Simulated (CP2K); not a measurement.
Crystal: Pd.

```
CELL_PARAMETERS angstrom
2.75277 0.00000 0.00000
1.37638 2.38397 0.00000
1.37638 0.79466 2.24762
ATOMIC_POSITIONS crystal
Pd 0.00000 0.00000 0.00000
```

Base run:

| Property | Result |
| --- | --- |
| Program | CP2K 2026.2 |
| Functional | PBE |
| Potentials or basis | POTENTIAL_UZH Pd GTH-PBE-q18; TZVP-MOLOPT-PBE-GTH basis |
| Density cutoff | 10204 eV |
| k mesh | 12 × 12 × 12 |
| Occupations | fermi-dirac, width 0.05 eV |
| Spin | no spin polarisation |

Its results: band gap on the k mesh none (metal or under the smearing width); pressure 9.0 GPa.

Problem. After a change of settings the same cell gave: band gap on the k mesh none (metal or under the smearing width); pressure 3.4 GPa. Which change was it?
A. functional from PBE to PBEsol
B. functional from PBE to vdW-DF2
C. functional from PBE to LDA
D. functional from PBE to r2SCAN

Solution. D.

Caveats: the basis of atomic orbitals isn't converged, which shifts pressures, moduli and gaps; the potentials were made for another functional, which shifts forces and pressure (some runs).

Not every run made on this cell is shown here.
